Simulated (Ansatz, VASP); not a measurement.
InO3: VASP beside Ansatz

INCAR

```
ALGO = Normal
EDIFF = 1E-7
ENCUT = 520
GGA = PE
ISIF = 2
ISMEAR = 0
LASPH = T
LCHARG = T
LELF = T
LREAL = F
LVHAR = T
LWAVE = F
NBANDS = 24
NELM = 60
PREC = Accurate
SIGMA = 0.1
```

File KPOINTS:

```
k-points
0
Gamma
  6 6 6
```

Contents of POSCAR:

```
InO3
1.0
    3.5777959712      0.0000000000      0.0000000000
    0.0000000000      3.5777959712      0.0000000000
    0.0000000000      0.0000000000      3.5777959712
In O
1 3
Direct
    0.0000000000      0.0000000000      0.0000000000
    0.0000000000      0.5000000000      0.5000000000
    0.5000000000      0.0000000000      0.5000000000
    0.5000000000      0.5000000000      0.0000000000
```

Input for Ansatz:

```yaml
crystal:
  lattice:
    - [3.5777959712, 0.0, 0.0]
    - [0.0, 3.5777959712, 0.0]
    - [0.0, 0.0, 3.5777959712]
  atoms:
    - { symbol: In, position: [0.0, 0.0, 0.0] }
    - { symbol: O, position: [0.0, 0.5, 0.5] }
    - { symbol: O, position: [0.5, 0.0, 0.5] }
    - { symbol: O, position: [0.5, 0.5, 0.0] }
basis:
  ecutwfc: 420
kpoints:
  mp_grid: { grid: [6, 6, 6] }
hamiltonian:
  xc: pbe
scf:
  occupations: { method: gaussian, width: 0.1 }
  lower_state_search: "off"
output:
  forces: true
  stress: true
  eigenvalues: true
```

Alike in both runs: task single point; functional PBE; k mesh 6 × 6 × 6; occupations gaussian, width 0.1 eV; no spin polarisation.

|  | VASP | Ansatz |
| --- | --- | --- |
| version | VASP 6.6.1 | Ansatz 0.2.0 |
| potentials or method | VASP PAW PBE potentials, release 64 (In_d, O) | scalar-relativistic, plane waves, PAW |
| plane-wave cutoff (eV) | 520 | 420 |
| valence electrons in the cell | 31 | 31 |

|  | VASP | Ansatz | Ansatz less VASP |
| --- | --- | --- | --- |
| gap on the k mesh at the Fermi level (eV) | none | none | - |
| pressure (GPa) | -13.4 | -13.4 | -0.03 |

A gap of «none» marks a metal or a gap that the smearing closes.

Caveats: an odd number of electrons without spin polarisation forces a metal; a magnetic or distorted state may lie lower.
